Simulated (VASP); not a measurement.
Runs of VASP 6.6.1 on AlN. The structure is hexagonal, space group P6_3mc (No. 186). The conventional cell has a = 3.128 Å, b = 3.128 Å, c = 5.016 Å, α = 90.00°, β = 90.00°, γ = 120.00°. Al (site symmetry 3m) has 4 N at 1.90 to 1.91 Å as nearest neighbours. N (site symmetry 3m) is surrounded by 4 Al at 1.90 to 1.91 Å. 

| task | cell | gap on the mesh (eV) | pressure (GPa) |
| --- | --- | --- | --- |
| relaxation of shape and atoms at fixed volume | relaxed at fixed volume from: a relaxed cell with its volume scaled by 1.03 | 3.81 | -5.4 |
| relaxation of shape and atoms at fixed volume | relaxed at fixed volume from: a relaxed cell with its volume scaled by 1.09 | 3.35 | -14.1 |
| relaxation of shape and atoms at fixed volume | relaxed at fixed volume from: a relaxed cell with its volume scaled by 0.91 | (b) | 22.0 |
| relaxation of shape and atoms at fixed volume | relaxed at fixed volume from: a relaxed cell with its volume scaled by 0.94 | 4.58 | 13.5 |
| relaxation of cell and atoms | relaxed | (a) | 0.0 |

Alike in all rows: level PBE; potentials or basis VASP PAW PBE potentials, release 64 (Al, N); no spin polarisation; k mesh 6 × 6 × 2; cutoff (eV) 520; smearing gaussian 0.02 eV; the mesh is coarse, so values aren't converged.

Estimate the missing entries.

(a) 4.06; (b) 4.85.

Caveats: all runs use coarse meshes; the relaxation stopped at its first step, so nothing moved (some runs).

A k mesh can miss the band edges.
